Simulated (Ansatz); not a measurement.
# WC: strain and displacement

```
CELL_PARAMETERS angstrom
2.90050 0.00000 0.00000
-1.45025 2.51191 0.00000
0.00000 0.00000 2.82900
ATOMIC_POSITIONS crystal
W 0.00000 0.00000 0.00000
C 0.66667 0.33333 0.50000
```

Atom numbers follow the list: W1, C2.

The cell comes from COD entry 2102244, which wasn't checked; take it as a given geometry.

Spin–orbit coupling is left out, though it moves levels of the heavy atoms by tenths of an eV or more.

All numbers below come from DFT, PBE, all-electron LAPW, scalar-relativistic (Ansatz 0.2.0).

Settings: a Γ-centred 13×13×12 k mesh, Fermi–Dirac smearing of 0.05 eV, basis error target 1 meV/atom, no spin polarisation.

The unchanged cell is at 8.47 GPa.

In a metal, stresses and small energies carry noise from the k mesh.

x, y and z are the Cartesian axes of the cell as listed; fractional coordinates follow a strain, and an engineering shear is twice the off-diagonal strain component.

Task: With this change (equal xy, yz and zx engineering shear strains of -2 %), what becomes of the energy and stress and forces?

Result: Energy change +12 meV/atom; stress change (xx, yy, zz, yz, xz, xy) 0.45, 0.50, 0.55, 6.55, 6.55, 5.16 GPa, compression positive; change of the force on C2 (0.143, -0.001, 0.026) eV/Å.

Task: With this change (equal xy, yz and zx engineering shear strains of +1 %), what becomes of the energy and stress and forces?

Result: Energy change +3 meV/atom; stress change (xx, yy, zz, yz, xz, xy) 0.11, 0.12, 0.14, -3.17, -3.17, -2.43 GPa, compression positive; change of the force on C2 (-0.054, 0.000, 0.006) eV/Å.

With equal xy, yz and zx engineering shear strains of +3 %: energy change +25 meV/atom; stress change (xx, yy, zz, yz, xz, xy) 0.93, 1.18, 1.11, -9.24, -9.26, -7.33 GPa, compression positive; change of the force on C2 (-0.120, -0.001, 0.055) eV/Å.

Task: With this change (equal xy, yz and zx engineering shear strains of -3 %), what becomes of the energy and stress and forces?

Result: Energy change +27 meV/atom; stress change (xx, yy, zz, yz, xz, xy) 0.98, 1.19, 1.19, 9.91, 9.93, 7.98 GPa, compression positive; change of the force on C2 (0.229, 0.001, 0.058) eV/Å.

With equal xy, yz and zx engineering shear strains of -1 %: energy change +3 meV/atom; stress change (xx, yy, zz, yz, xz, xy) 0.12, 0.12, 0.14, 3.24, 3.24, 2.50 GPa, compression positive; change of the force on C2 (0.067, 0.000, 0.006) eV/Å.

With equal xy, yz and zx engineering shear strains of +2 %: energy change +11 meV/atom; stress change (xx, yy, zz, yz, xz, xy) 0.43, 0.50, 0.52, -6.25, -6.26, -4.87 GPa, compression positive; change of the force on C2 (-0.094, -0.001, 0.025) eV/Å.
